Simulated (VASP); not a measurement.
**HfO2 in VASP 6.6.1, single-point calculation**

INCAR

```
LCHARG = .FALSE.
ISMEAR = -1
LASPH = .TRUE.
LREAL = .FALSE.
SIGMA = 0.02
NELECT = 21.9
ISIF = 2
NELM = 65
ENCUT = 520
LWAVE = .FALSE.
NSW = 0
GGA = PE
NBANDS = 18
PREC = Accurate
EDIFF = 1E-7
IBRION = -1
```

KPOINTS

```
KPOINTS created by Atomic Simulation Environment
0
Gamma
8 8 8
0 0 0
```

POSCAR

```
Hf O
 1.0000000000000000
     0.0762758250000000    2.5548744979000002    2.5548744979000002
     2.5548744979000002    0.0762758250000000    2.5548744979000002
     2.5548744979000002    2.5548744979000002    0.0762758250000000
 Hf  O
   1   2
Cartesian
 -0.0000000000000000 -0.0000000000000000 -0.0000000000000000
  1.2864181250828457  1.2864181250828457  1.2864181250828457
  3.8996066957171540  3.8996066957171540  3.8996066957171536
```

The recommended PBE PAW datasets give the neutral cell 22 valence electrons.

Command

```
mpirun -np 1 vasp_std
```

OSZICAR

```
N       E                     dE             d eps       ncg     rms          rms(c)
DAV:   1     0.900240515544E+02    0.90024E+02   -0.11829E+04  2340   0.115E+03
DAV:   2    -0.320839119152E+02   -0.12211E+03   -0.11864E+03  2988   0.289E+02
DAV:   3    -0.359894532062E+02   -0.39055E+01   -0.38757E+01  2716   0.454E+01
DAV:   4    -0.360124198849E+02   -0.22967E-01   -0.22961E-01  2870   0.384E+00
DAV:   5    -0.360125586844E+02   -0.13880E-03   -0.13880E-03  2600   0.278E-01    0.504E+01
DAV:   6    -0.307506194158E+02    0.52619E+01   -0.18068E+01  2394   0.312E+01    0.427E+01
DAV:   7    -0.306693247927E+02    0.81295E-01   -0.61459E-01  2690   0.648E+00    0.288E+01
DAV:   8    -0.306563753636E+02    0.12949E-01   -0.22234E-01  2560   0.438E+00    0.845E+00
DAV:   9    -0.306397502107E+02    0.16625E-01   -0.53260E-02  2466   0.191E+00    0.252E+00
DAV:  10    -0.306398502507E+02   -0.10004E-03   -0.30339E-03  2654   0.426E-01    0.134E-01
DAV:  11    -0.306398889861E+02   -0.38735E-04   -0.14682E-04  2790   0.106E-01    0.196E-01
DAV:  12    -0.306398985960E+02   -0.96099E-05   -0.33446E-05  2554   0.392E-02    0.269E-02
DAV:  13    -0.306398995605E+02   -0.96454E-06   -0.15299E-06  2754   0.957E-03    0.426E-03
DAV:  14    -0.306398998271E+02   -0.26654E-06   -0.13810E-07  2596   0.268E-03    0.592E-03
DAV:  15    -0.306398997682E+02    0.58901E-07   -0.72994E-09  1660   0.641E-04
   1 F= -.30639900E+02 E0= -.30639364E+02  d E =-.107213E-02
```

Standard output (part)

```
POSCAR found type information on POSCAR HfO
 POSCAR found :  2 types and       3 ions
 LDA part: xc-table for (Slater+PW92), standard interpolation
 POSCAR, INCAR and KPOINTS ok, starting setup
 WAVECAR not read
 entering main loop
 the old and the new charge density differ
    0.504E+01
```

From OUTCAR

```
k-points           NKPTS =     65   k-points in BZ     NKDIM =     65   number of bands    NBANDS=     18

   NELECT =      21.9000    total number of electrons

   dimension x,y,z NGX =    28 NGY =   28 NGZ =   28
   dimension x,y,z NGXF=    56 NGYF=   56 NGZF=   56

  energy-cutoff  :      520.00
  volume of cell :       31.86
      direct lattice vectors                 reciprocal lattice vectors
     0.076275825  2.554874498  2.554874498    -0.204693879  0.198759899  0.198759899
     2.554874498  0.076275825  2.554874498     0.198759899 -0.204693879  0.198759899
     2.554874498  2.554874498  0.076275825     0.198759899  0.198759899 -0.204693879

 k-points in reciprocal lattice and weights: KPOINTS created by Atomic Simulation Env
   0.00000000  0.00000000  0.00000000       0.002
   0.12500000  0.00000000  0.00000000       0.012
   0.25000000  0.00000000  0.00000000       0.012
   0.37500000  0.00000000  0.00000000       0.012
   0.50000000  0.00000000  0.00000000       0.006
   0.12500000  0.12500000  0.00000000       0.012
   0.25000000  0.12500000  0.00000000       0.023
   0.37500000  0.12500000  0.00000000       0.023
   ...

 E-fermi :   4.0662

 k-point     1 :       0.0000    0.0000    0.0000
  band No.  band energies     occupation
      1     -25.1000      2.00000
      2     -25.0785      2.00000
      3     -25.0785      2.00000
      4     -14.4630      2.00000
      5     -11.3414      2.00000
      6      -1.1527      2.00000
      7      -0.9913      2.00000
      8      -0.9913      2.00000
      9       3.7401      2.00000
     10       3.7401      2.00000
     11       3.8427      1.99997
     12       8.4471      0.00000
     13       8.4471      0.00000
     14      10.5246      0.00000
     15      14.9301      0.00000
     16      15.2348      0.00000
     17      15.2348      0.00000
     18      18.0980      0.00000

 k-point     2 :       0.1250    0.0000    0.0000
  band No.  band energies     occupation
      1     -25.1599      2.00000
      2     -25.1051      2.00000
      3     -25.0884      2.00000
      4     -14.2360      2.00000
      5     -11.5258      2.00000
      6      -0.9755      2.00000
      7      -0.8382      2.00000
      8      -0.5687      2.00000
      9       3.2831      2.00000
     10       3.4628      2.00000
     11       3.5266      2.00000
     12       8.7271      0.00000
     13       8.7758      0.00000
     14      11.1310      0.00000
     15      14.5343      0.00000
     16      14.6678      0.00000
     17      14.9939      0.00000
     18      18.1064      0.00000

 k-point     3 :       0.2500    0.0000    0.0000
  band No.  band energies     occupation
      1     -25.3430      2.00000
      2     -25.1220      2.00000
      3     -25.1122      2.00000
      4     -13.7099      2.00000
      5     -11.8831      2.00000
      6      -0.5640      2.00000
      7      -0.4710      2.00000
      8       0.4306      2.00000
      9       2.3719      2.00000
     10       2.9422      2.00000
     11       2.9785      2.00000
     12       9.1235      0.00000
     13       9.3038      0.00000
     14      11.7202      0.00000
     15      14.1053      0.00000
     16      14.1549      0.00000
     17      14.5432      0.00000
     18      17.5402      0.00000

 ...

  Total        0.4550369      0.4550369      0.4550369     -0.4558478     -0.4558478     -0.4558478
  in kB       22.8828534     22.8828534     22.8828534    -22.9236304    -22.9236304    -22.9236304
  external PRESSURE =      22.8828534 kB  Pullay stress =       0.0000000 kB

 POSITION                                       TOTAL-FORCE (eV/Angst)
 -----------------------------------------------------------------------------------
      0.00000      0.00000      0.00000        -0.000000      0.000000     -0.000000
      1.28642      1.28642      1.28642        -0.016103     -0.016103     -0.016103
      3.89961      3.89961      3.89961         0.016103      0.016103      0.016103
 -----------------------------------------------------------------------------------
    total drift:                                0.000000      0.000000      0.000000

  FREE ENERGIE OF THE ION-ELECTRON SYSTEM (eV)
  ---------------------------------------------------
  free  energy   TOTEN  =       -30.6398997682 eV

  energy  without entropy=      -30.6388276416  energy(sigma->0) =      -30.63936370
```

It converged. Results: pressure 2.3 GPa; largest force 0.03 eV/Å.

The cell is charged and sits in a uniform background.

For comparison, a separate PBE run of the intended cell, on usual settings and not on those above, gives a gap of 3.87 eV on its mesh and a pressure of 6.6 GPa.

The run above took about 36 s on one core of a shared host (Intel Xeon Platinum 8488C) and held 0.18 GiB at most.
